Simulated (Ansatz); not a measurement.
# ZnTe: pressure series

Base system: ZnTe in the zinc blende structure (space group F-43m, No. 216; a = 6.1136 Å).

Cell and atoms are relaxed at each pressure.

The values are results of r2SCAN (Ansatz, a quantum-chemistry and plane-wave program), no SOC, not measurements.

Only one of these has a direct gap. Which?
A) pressure 7 GPa
B) pressure 75 GPa
C) pressure 15 GPa
D) pressure −1 GPa

D, pressure −1 GPa. Computed: pressure 75 GPa: indirect, Γ → a point along ⟨100⟩, about 1.1 Å⁻¹ from Γ; pressure −1 GPa: direct at Γ; pressure 7 GPa: indirect, Γ → Γ–X (86 % along); pressure 15 GPa: indirect, Γ → Γ–X (86 % along)

With Te present, leaving out spin-orbit coupling can change the band edges. Load acts through the strain it causes; cell and atoms are relaxed under it. Stability against distortions was not tested. Measured, ZnTe leaves this structure (for cinnabar) near 9.5 GPa (temperature not stated; as listed in Datta, Sujoy, Jana, Debnarayan, arXiv (2020)), on rising pressure, with hysteresis.
